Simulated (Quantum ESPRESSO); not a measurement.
**Pb: changing the dispersion correction**

The cell as given:

The structure is cubic, space group Fm-3m (No. 225). The conventional cell has a = 4.950 Å, b = 4.950 Å, c = 4.950 Å, α = 90.00°, β = 90.00°, γ = 90.00°. Pb (site symmetry m-3m) has 12 Pb at 3.50 Å as nearest neighbours.

Kept alike: task relaxation of cell and atoms; functional PBEsol; k mesh 9 × 9 × 9; occupations fermi-dirac, width 0.05 eV; no spin polarisation. Program: Quantum ESPRESSO, GBRV 1.5 PBEsol, cutoff 612 eV. The mesh is that of the run's cell of 1 atom. No spin-orbit coupling.

| dispersion correction | volume (Å³/atom) |
| --- | --- |
| D3(zero) | 29.128 |
| D3(BJ) | 28.507 |
| D4 | 28.957 |
| none | 29.792 |
| rVV10 | 28.413 |

The relaxations keep at least the cell's symmetry (Fm-3m). For a metal such a mesh leaves the last digits unconverged. Relaxations stop with a little pressure left, so the last digits of a volume or edge aren't settled.

Question: What does the dispersion correction change here?

Answer: The volume runs from 28.413 (rVV10) to 29.792 Å³/atom (none). Against no correction: D3(zero) -2.2 %; D3(BJ) -4.3 %; D4 -2.8 %; rVV10 -4.6 %. Dispersion terms mostly attract and so lower the volume; the schemes' coefficients and damping set how far. Measured: 30.32 Å³/atom at 298.15 K (COD entry, doi:10.1063/1.1698520); nearest none, 0.53 Å³/atom off. The runs are for a static lattice.
